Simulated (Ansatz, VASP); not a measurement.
# N in VASP and in Ansatz

File INCAR:

```
PREC = Accurate
ENCUT = 520
EDIFF = 1E-6
ISMEAR = 0
SIGMA = 0.1
LREAL = False
LASPH = True
NELM = 60
ALGO = Normal
ISIF = 2
LWAVE = False
LCHARG = False
GGA = PS
NBANDS = 8
```

Contents of KPOINTS:

```
regular mesh
0
Gamma
  20 20 20
```

File POSCAR:

```
N
1.0
    0.0000000000      1.6018368341      1.4626777350
    1.4521429126      0.0091674708      1.4535102642
    1.4521429126      1.5926693633      0.0091674708
N
1
Direct
    0.0000000000      0.0000000000      0.0000000000
```

Input for Ansatz:

```yaml
crystal:
  lattice:
    - [0.0, 1.6018368341, 1.462677735]
    - [1.4521429126, 0.0091674708, 1.4535102642]
    - [1.4521429126, 1.5926693633, 0.0091674708]
  atoms:
    - { symbol: "N", position: [0.0, 0.0, 0.0] }
basis:
  ecutwfc: 420
kpoints:
  mp_grid: { grid: [20, 20, 20] }
hamiltonian:
  xc: pbesol
scf:
  occupations: { method: gaussian, width: 0.1 }
output:
  forces: true
  stress: true
  eigenvalues: true
```

Alike in both runs: task single point; functional PBEsol; k mesh 20 × 20 × 20; occupations gaussian, width 0.1 eV; no spin polarisation.

```csv
,VASP,Ansatz
version,VASP 6.6.1,Ansatz 0.2.0
potentials or method,"VASP PAW PBE potentials, release 64 (N)","scalar-relativistic, plane waves, PAW"
plane-wave cutoff (eV),520,420
valence electrons in the cell,5,5
```

Ansatz gave:

| Quantity | Value |
| --- | --- |
| gap on the k mesh at the Fermi level (eV) | none |
| pressure (GPa) | 16.0 |
| largest component of the traceless stress (GPa) | 20.90 |

Question: What did VASP give for the same quantities?

Answer: gap on the k mesh at the Fermi level (eV): none; pressure (GPa): 15.8; largest component of the traceless stress (GPa): 20.90.

A gap of «none» marks a metal or a gap that the smearing closes.

Caveats: so large a pressure means that the cell lies far from this level's equilibrium, or that cutoff or potentials fall short (VASP); the potentials were made for another functional, which shifts forces and pressure (VASP).
